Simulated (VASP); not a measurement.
A run of VASP 6.6.1:

Contents of INCAR:

```
PREC = Accurate
ENCUT = 520
EDIFF = 1E-7
ISMEAR = -1
SIGMA = 0.05
LREAL = False
LASPH = True
NELM = 100
ALGO = Normal
ISIF = 2
LWAVE = False
LCHARG = False
GGA = PE
NBANDS = 9
```

KPOINTS

```
Automatic mesh
0
Gamma
  9 9 9
```

Contents of POSCAR:

```
Te
1.0
    3.4005200000      0.0000000000      0.0000000000
   -1.7002600000      2.9449400000      0.0000000000
    0.0000000000      0.0000000000      3.1084700000
Te
1
Direct
    0.0000000000      0.0000000000      0.0000000000
```

Potentials or basis: VASP PAW PBE potentials, release 64 (Te).

Run with:

```console
$ cat potpaw_PBE.64/Te/POTCAR > POTCAR
$ mpirun -np 1 vasp_std > vasp.out
```

Hardware: 1 thread of Intel(R) Xeon(R) 6975P-C (Granite Rapids), with other jobs on the host.

How long does it take, and how much memory?

Run time: 6.2 s on 1 thread of Intel(R) Xeon(R) 6975P-C (Granite Rapids), with other jobs on the host, peak memory 0.15 GiB. Counts: scf iterations 12, k points 60.
